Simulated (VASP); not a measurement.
A run of VASP 6.6.1:

INCAR

```
PREC = Accurate ; ENCUT = 600
EDIFF = 1E-7 ; ISMEAR = -1
SIGMA = 0.05 ; LREAL = F
LASPH = T ; NELM = 80
ALGO = Fast ; ISIF = 3
LWAVE = F ; LCHARG = F
GGA = RE ; LUSE_VDW = T
AGGAC = 0.0 ; IBRION = 2
NSW = 60 ; EDIFFG = -0.02
```

The input KPOINTS:

```
regular mesh
0
Gamma
  9 9 9
```

The input POSCAR:

```
Pb
1.0
    0.0000000000      2.4750200000      2.4750200000
    2.4750200000      0.0000000000      2.4750200000
    2.4750200000      2.4750200000      0.0000000000
Pb
1
Direct
    0.0000000000      0.0000000000      0.0000000000
```

Potentials or basis: VASP PAW PBE potentials, release 64 (Pb_d).

Launch:

```sh
$ cat potpaw_PBE.64/Pb_d/POTCAR > POTCAR
$ mpirun -np 1 vasp_std > vasp.out
```

Hardware: 1 thread of Intel(R) Xeon(R) Platinum 8375C CPU @ 2.90GHz (Ice Lake), on a shared host.

Task: How long does it take, and how much memory?

Result: Wall time 2.4 min on 1 thread of Intel(R) Xeon(R) Platinum 8375C CPU @ 2.90GHz (Ice Lake) (shared host), peak memory 0.33 GiB. Counts: scf iterations 45, k points 35, ion steps 3.
